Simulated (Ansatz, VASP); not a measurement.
## One calculation of CoO, two programs

```
CELL_PARAMETERS angstrom
1.52528 0.88062 2.47203
-1.52528 0.88062 2.47203
0.00000 -1.76124 2.47203
ATOMIC_POSITIONS crystal
Co 0.00000 0.00000 0.00000
O 0.50000 0.50000 0.50000
```

Change from the starting cell: volume scaled by 1.04.

Alike in both runs: task single point; functional PBEsol; k mesh 11 × 11 × 11; occupations fermi-dirac, width 0.05 eV; collinear spin.

```csv
,VASP,Ansatz
version,VASP 6.6.1,Ansatz 0.2.0
potentials or method,"VASP PAW PBE potentials, release 64 (Co, O), cutoff 520 eV","all-electron LAPW, scalar-relativistic"
```

```tsv
	VASP	Ansatz	Ansatz less VASP
gap on the k mesh at the Fermi level (eV)	none	none	-
pressure (GPa)	-15.5	-15.0	+0.55
largest component of the traceless stress (GPa)	0.11	0.13	+0.027
net moment per atom (μB)	1.49	1.49	+0.005
size of the moment on the site where the two differ most (μB)	2.60	2.62	+0.027
```

Site moments also hang on the region over which each program counts them. A gap of «none» marks a metal or a gap that the smearing closes. Ansatz ran all-electron here, so the differences hold the error of VASP's frozen core and of both bases.

Caveats: a cell with one magnetic atom can't hold antiferromagnetic order, which such compounds often take; semilocal functionals often make such compounds metallic where correlation or magnetic order opens a gap, which also shifts bond lengths; so large a pressure means that the cell lies far from this level's equilibrium, or that cutoff or potentials fall short (VASP); the potentials were made for another functional, which shifts forces and pressure (VASP).
